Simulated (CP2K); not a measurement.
Runs of CP2K 2026.2 on Ge. It takes space group Imma (No. 74, orthorhombic). The conventional cell has a = 4.992 Å, b = 5.302 Å, c = 2.874 Å, α = 90.00°, β = 90.00°, γ = 90.00°. Ge (site symmetry mm2) is surrounded by 6 Ge at 2.68 to 2.87 Å. This isn't the form of Ge at room conditions, which is diamond.

| task | level | potentials or basis | cell | k mesh | smearing | EPS_DEFAULT | k points reduced by the point group | NGRIDS | basis sets | potentials | gap on the mesh (eV) | pressure (GPa) | largest force (eV/Å) |
| --- | --- | --- | --- | --- | --- | --- | --- | --- | --- | --- | --- | --- | --- |
| band structure | LDA | GTH_POTENTIALS Ge GTH-PADE-q4; TZVP-MOLOPT-PBE-GTH basis | as given | 11 × 11 × 11 | fermi-dirac 0.01 eV | 1.0E-9 | yes | 5 | Ge TZVP-MOLOPT-PBE-GTH-q4 | Ge GTH-PADE-q4 of GTH_POTENTIALS | none | -4.5 | 0.08 |
| band structure | r2SCAN | POTENTIAL_UZH Ge GTH-SCAN-q4; TZVP-MOLOPT-SCAN-GTH basis | as given | 11 × 11 × 11 | fermi-dirac 0.01 eV | 1.0E-10 | yes | 4 | Ge TZVP-MOLOPT-SCAN-GTH-q4 | Ge GTH-SCAN-q4 of POTENTIAL_UZH | none | -4.5 | 0.11 |
| relaxation of cell and atoms | LDA | GTH_POTENTIALS Ge GTH-PADE-q4; TZVP-MOLOPT-PBE-GTH basis | relaxed | 8 × 8 × 8 | fermi-dirac 0.0259 eV | 1.0E-10 | - | 5 | Ge TZVP-MOLOPT-PBE-GTH-q4 | Ge GTH-PADE-q4 of GTH_POTENTIALS | none | 0.0 | 0.01 |
| band structure | SCAN | POTENTIAL_UZH Ge GTH-SCAN-q4; TZVP-MOLOPT-SCAN-GTH basis | as given | 11 × 11 × 11 | fermi-dirac 0.05 eV | 1.0E-9 | yes | 4 | Ge TZVP-MOLOPT-SCAN-GTH-q4 | Ge GTH-SCAN-q4 of POTENTIAL_UZH | none | (b) | 0.06 |
| band structure | TASK | POTENTIAL_UZH Ge GTH-SCAN-q4; TZVP-MOLOPT-SCAN-GTH basis | as given | 11 × 11 × 11 | fermi-dirac 0.01 eV | 1.0E-9 | yes | 4 | Ge TZVP-MOLOPT-SCAN-GTH-q4 | Ge GTH-SCAN-q4 of POTENTIAL_UZH | none | -3.1 | (a) |

Alike in all rows: no spin polarisation.

Q: Estimate the missing entries.

A: (a) 0.18; (b) -3.9.

Caveats: the basis of atomic orbitals isn't converged, which shifts pressures, moduli and gaps; more than 0.5 GPa of stress was left at the end, so the final cell isn't listed (some runs); the potentials were made for another functional, which shifts forces and pressure (some runs).

A k mesh can miss the band edges, and the runs leave out spin-orbit coupling on Ge.

A gap of «none» marks a metal or a gap under the smearing width.

Not every run made on this cell is shown here.
